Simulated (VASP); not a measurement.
CdTe:

```
CELL_PARAMETERS angstrom
0.00000 3.20500 3.20500
3.20500 0.00000 3.20500
3.20500 3.20500 0.00000
ATOMIC_POSITIONS crystal
Cd 0.00000 0.00000 0.00000
Te 0.25000 0.25000 0.25000
```

* Program: VASP 6.6.1
* Task: relaxation of cell and atoms
* Functional: PBEsol
* Potentials or basis: VASP PAW PBE potentials, release 64 (Cd, Te)
* Cutoff: 600 eV
* k mesh: 8 × 8 × 8
* Occupations: gaussian, width 0.03 eV
* Spin: no spin polarisation

At the start: pressure 1.8 GPa; volume 32.92 Å³/atom.

Q: How do energy, volume and symmetry change on relaxing?

A: Over 3 steps the energy falls by 7.3 meV/atom and the volume is 34.26 Å³/atom (+4.1 %); space group F-43m (No. 216, to 0.05 Å).

Step by step:
| step | energy change (eV) | largest force (eV/Å) | pressure (GPa) | volume (Å³) |
| --- | --- | --- | --- | --- |
| 1 | 0.0000 | 0.0000 | 1.81 | 65.84 |
| 2 | -0.0129 | 0.0000 | -0.54 | 69.46 |
| 3 | -0.0145 | 0.0000 | 0.00 | 68.52 |

Final structure:
```cif
data_structure
_symmetry_space_group_name_H-M 'P 1'
_symmetry_Int_Tables_number 1
_cell_length_a 4.5931
_cell_length_b 4.5931
_cell_length_c 4.5931
_cell_angle_alpha 60.000
_cell_angle_beta 60.000
_cell_angle_gamma 60.000
_cell_volume 68.52
loop_
_atom_site_label
_atom_site_type_symbol
_atom_site_fract_x
_atom_site_fract_y
_atom_site_fract_z
_atom_site_occupancy
Cd1 Cd 0.00000 0.00000 0.00000 1
Te1 Te 0.25000 0.25000 0.25000 1
```

Caveat: the PAW data sets were made with another functional, which shifts forces and pressure a little.
